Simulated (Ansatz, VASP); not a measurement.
# One calculation of SrCl2, two programs

```
Sr Cl
1.0
     0.00000    3.10538    4.39101
     3.10538    0.00000    4.39101
     3.10538    3.10538    0.00000
Sr Cl
1 2
Direct
  0.00000 0.00000 0.00000
  0.25000 0.25000 0.25000
  0.75000 0.75000 0.75000
```

Alike in both runs: task single point; functional PBE; k mesh 6 × 6 × 6; occupations gaussian, width 0.05 eV; no spin polarisation.

|  | VASP | Ansatz |
| --- | --- | --- |
| version | VASP 6.6.1 | Ansatz 0.2.0 |
| potentials or method | VASP PAW PBE potentials, release 64 (Sr_sv, Cl) | scalar-relativistic, plane waves, PAW |
| plane-wave cutoff (eV) | 520 | 420 |
| valence electrons in the cell | 24 | 24 |

|  | VASP | Ansatz | Ansatz less VASP |
| --- | --- | --- | --- |
| gap on the k mesh at the Fermi level (eV) | 2.00 | 2.01 | +0.001 |
| least direct gap on the mesh (eV) | 2.43 | 2.43 | 0.000 |
| pressure (GPa) | 1.9 | 1.8 | -0.06 |
| largest component of the traceless stress (GPa) | 14.40 | 14.46 | +0.060 |

With one functional, cell and mesh, what is left measures potentials, basis and numerics.

A k mesh can miss the band edges. As with any semilocal functional, this PBE gap is likely too small.
